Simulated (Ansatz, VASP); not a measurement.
GaAs: VASP beside Ansatz

```
Ga As
1.0
     0.00000    2.87299    2.87299
     2.87299    0.00000    2.87299
     2.87299    2.87299    0.00000
Ga As
1 1
Direct
  0.00000 0.00000 0.00000
  0.25000 0.25000 0.25000
```

Alike in both runs: functional PBE; k mesh 10 × 10 × 10; occupations gaussian, width 0.05 eV; no spin polarisation.

Ansatz relaxed the structure, and its values are those at the end. VASP's run is a single point on that final structure, the one shown.

```csv
,VASP,Ansatz
version,VASP 6.6.1,Ansatz 0.2.0
potentials or method,"VASP PAW PBE potentials, release 64 (Ga_d, As)","scalar-relativistic, plane waves, PAW"
plane-wave cutoff (eV),520,420
valence electrons in the cell,18,28
```

```csv
,VASP,Ansatz,Ansatz less VASP
gap on the k mesh at the Fermi level (eV),0.16,0.16,-0.003
least direct gap on the mesh (eV),0.16,0.16,-0.003
pressure (GPa),0.1,0.0,-0.17
```

The two sets of potentials don't hold the same shells in valence.
